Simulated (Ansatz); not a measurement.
# Relativity in NaH

```
Na H
1.0
     0.00000    2.44000    2.44000
     2.44000    0.00000    2.44000
     2.44000    2.44000    0.00000
Na H
1 1
Cartesian
  0.0000 0.0000 0.0000
  2.4400 2.4400 2.4400
```

Atoms are numbered in the order listed.

The cell is COD entry 9008680, as deposited and not checked against the literature; nothing was relaxed.

One fixed cell is solved with PBE by LAPW (all electrons) in Ansatz 0.2.0 under different relativistic treatments. Pressure is positive in compression.

The runs use a Γ-centred 9×9×9 k mesh, Fermi–Dirac smearing of 0.03 eV, basis error target 1 meV/atom, no spin polarisation.

| setting | P (GPa) | gap over the k mesh and a high-symmetry path (eV) | lowest level at Γ above −25 eV, from the valence-band top or, without a gap, the Fermi level (eV) |
| --- | --- | --- | --- |
| scalar-relativistic | -0.63 | 3.71 | -22.16 |
| non-relativistic | -0.60 | 3.72 | -22.19 |
